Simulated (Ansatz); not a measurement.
Runs of Ansatz 0.2.0 on BN. The typed cell holds 2 atoms: a = 2.508 Å, b = 2.508 Å, c = 3.274 Å, α = 101.11°, β = 101.11°, γ = 119.81°. The cell comes from a database or a generator and needn't be the stable form of this composition.

```tsv
task	level	k mesh	cutoff (eV)	smearing	points for each segment of the path	q mesh	gap on the mesh (eV)	pressure (GPa)	largest force (eV/Å)
band structure	PBE	13 × 13 × 9	420	fermi-dirac 0.05 eV	14	-	(b)	5.0	(a)
phonons	PBE	12 × 12 × 8	420	fixed	8	2 × 2 × 2	2.80	-	-
band structure	r2SCAN	13 × 13 × 9	500	fermi-dirac 0.05 eV	14	-	3.29	0.8	2.74
band structure	LDA	13 × 13 × 9	420	fermi-dirac 0.05 eV	14	-	2.65	-3.9	2.70
```

Alike in all rows: potentials or basis Ansatz PAW; no spin polarisation; cell as given.

Q: Fill in the values left out.

A: (a) 2.73; (b) 2.85.

Caveats: the k mesh misses the band edges, so the gap on the mesh is wider than the one along the path (some runs); forces of over 1 eV/Å show positions far from the minimum, so gaps and moduli don't describe the material at rest (some runs); the PAW data sets come from PBE, with cores solved anew for the run's functional, which leaves a small shift of forces and pressure (some runs); some modes are imaginary (some runs).
